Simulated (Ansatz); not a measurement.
Molecular dynamics on a 2×2×1 supercell (16 atoms) of CuGaSe2 (ordering on rocksalt), relaxed with r2SCAN. Forces come from PBE in the PAW code Ansatz: Langevin thermostat and barostat (NPT), 1000 K, steps of 1 fs. Classical nuclei, no spin polarisation; a few dozen steps show the first response, not equilibrium. The structure comes from a prototype and may be hypothetical.

```yaml
crystal:
  lattice:
    - [7.4591430226, 0.0, 0.0]
    - [0.0, 7.4591430226, 0.0]
    - [0.0, 0.0, 5.2545561345]
  atoms:
    - { symbol: Cu, position: [0.0, 0.0, 0.0] }
    - { symbol: Se, position: [0.0, 0.0, 0.5] }
    - { symbol: Ga, position: [0.25, 0.25, 0.5] }
    - { symbol: Se, position: [0.25, 0.25, 0.0] }
    - { symbol: Cu, position: [0.0, 0.5, 0.0] }
    - { symbol: Se, position: [0.0, 0.5, 0.5] }
    - { symbol: Ga, position: [0.25, 0.75, 0.5] }
    - { symbol: Se, position: [0.25, 0.75, 0.0] }
    - { symbol: Cu, position: [0.5, 0.0, 0.0] }
    - { symbol: Se, position: [0.5, 0.0, 0.5] }
    - { symbol: Ga, position: [0.75, 0.25, 0.5] }
    - { symbol: Se, position: [0.75, 0.25, 0.0] }
    - { symbol: Cu, position: [0.5, 0.5, 0.0] }
    - { symbol: Se, position: [0.5, 0.5, 0.5] }
    - { symbol: Ga, position: [0.75, 0.75, 0.5] }
    - { symbol: Se, position: [0.75, 0.75, 0.0] }
kpoints:
  mp_grid: { grid: [2, 2, 4] }
hamiltonian:
  xc: pbe
scf:
  occupations: { method: fermi_dirac, width: 0.086 }
md:
  ensemble: npt_langevin
  temperature: 1000
  timestep: 1.0
  n_steps: 30
  initial_velocities: maxwell_boltzmann
  seed: 4747
```

Run as `ansatz run input.yaml --threads 4 --pin off --max-ram 3686MiB --backend cpu --events-out ev --progress --plain --runs-dir out`. Wall time 7.3 min on 4 threads of Arm Neoverse V1, on a shared host; peak host memory 1.6 GiB.

Question: How do temperature and energy develop?

Answer: The temperature starts at 938 K, is lowest at step 29 (625 K, 29 fs) and ends at 647 K. The thermostat hasn't had time to restore it. The atoms start on their lattice sites with kinetic energy alone, so much of it first passes into potential energy.

| step | t (fs) | T (K) | free energy F from step 0 (meV/atom) | kinetic energy (meV/atom) | pressure (GPa) | volume (Å³/atom) | largest force (eV/Å) |
| --- | --- | --- | --- | --- | --- | --- | --- |
| 0 | 0 | 938 | 0.0 | 121.2 | 3.25 | 18.27 | 0.00 |
| 1 | 1 | 980 | 0.0 | 126.7 | 3.28 | 18.27 | 0.04 |
| 2 | 2 | 978 | 0.2 | 126.4 | 3.28 | 18.27 | 0.07 |
| 3 | 3 | 993 | 0.3 | 128.3 | 3.26 | 18.28 | 0.10 |
| 4 | 4 | 1013 | 0.5 | 130.9 | 3.22 | 18.30 | 0.13 |
| 5 | 5 | 931 | 0.7 | 120.3 | 3.11 | 18.31 | 0.17 |
| 6 | 6 | 957 | 1.1 | 123.7 | 3.07 | 18.33 | 0.21 |
| 7 | 7 | 1054 | 1.6 | 136.2 | 3.10 | 18.35 | 0.24 |
| 8 | 8 | 1001 | 2.2 | 129.3 | 3.03 | 18.36 | 0.28 |
| 9 | 9 | 944 | 3.0 | 122.0 | 2.96 | 18.37 | 0.31 |
| 10 | 10 | 900 | 3.7 | 116.3 | 2.90 | 18.39 | 0.33 |
| 11 | 11 | 841 | 4.5 | 108.7 | 2.82 | 18.40 | 0.37 |
| 12 | 12 | 859 | 5.3 | 111.0 | 2.78 | 18.42 | 0.40 |
| 13 | 13 | 808 | 6.1 | 104.4 | 2.68 | 18.45 | 0.44 |
| 14 | 14 | 798 | 7.0 | 103.2 | 2.59 | 18.48 | 0.47 |
| 15 | 15 | 839 | 7.8 | 108.5 | 2.52 | 18.51 | 0.51 |
| 16 | 16 | 802 | 8.7 | 103.6 | 2.39 | 18.54 | 0.54 |
| 17 | 17 | 775 | 9.6 | 100.1 | 2.26 | 18.58 | 0.56 |
| 18 | 18 | 837 | 10.5 | 108.1 | 2.18 | 18.62 | 0.59 |
| 19 | 19 | 810 | 11.4 | 104.8 | 2.02 | 18.67 | 0.62 |
| 20 | 20 | 754 | 12.3 | 97.5 | 1.80 | 18.72 | 0.64 |
| 21 | 21 | 771 | 13.3 | 99.6 | 1.63 | 18.77 | 0.66 |
| 22 | 22 | 742 | 14.3 | 95.9 | 1.43 | 18.83 | 0.69 |
| 23 | 23 | 740 | 15.4 | 95.7 | 1.25 | 18.89 | 0.71 |
| 24 | 24 | 712 | 16.6 | 92.1 | 1.05 | 18.95 | 0.73 |
| 25 | 25 | 708 | 17.8 | 91.5 | 0.88 | 19.00 | 0.75 |
| 26 | 26 | 744 | 19.1 | 96.1 | 0.76 | 19.06 | 0.78 |
| 27 | 27 | 705 | 20.4 | 91.2 | 0.59 | 19.11 | 0.79 |
| 28 | 28 | 688 | 21.8 | 88.9 | 0.46 | 19.16 | 0.81 |
| 29 | 29 | 625 | 23.2 | 80.8 | 0.31 | 19.20 | 0.83 |
| 30 | 30 | 647 | 24.5 | 83.7 | 0.21 | 19.24 | 0.84 |

Positions (Å) and forces (eV/Å) at step 30:
```
cell (Å): 7.589 0.000 0.000; 0.000 7.589 0.000; 0.000 0.000 5.346
Cu  -0.009  -0.032  -0.154     0.166   0.125   0.129
Se  -0.110   0.042   2.502     0.346  -0.175   0.263
Ga   1.885   1.769   2.737    -0.073   0.578  -0.104
Se   1.934   1.714  -0.053    -0.322   0.136   0.302
Cu  -0.048   3.746   0.059     0.215  -0.011  -0.046
Se   0.092   3.602   2.759    -0.211   0.407  -0.222
Ga   1.782   5.810   2.681    -0.036  -0.390  -0.040
Se   2.017   5.722  -0.034     0.031  -0.279   0.167
Cu   3.987   0.059   0.086    -0.674  -0.353  -0.175
Se   3.725   0.022   2.663     0.494  -0.142   0.029
Ga   5.629   1.918   2.615     0.186   0.136   0.247
Se   5.610   1.865   0.083     0.250   0.516  -0.618
Cu   3.879   3.929   0.055    -0.103  -0.281  -0.063
Se   3.889   3.709   2.668    -0.387   0.289  -0.021
Ga   5.632   5.794   2.698    -0.095  -0.479  -0.143
Se   5.763   5.751  -0.070     0.211  -0.076   0.293
```
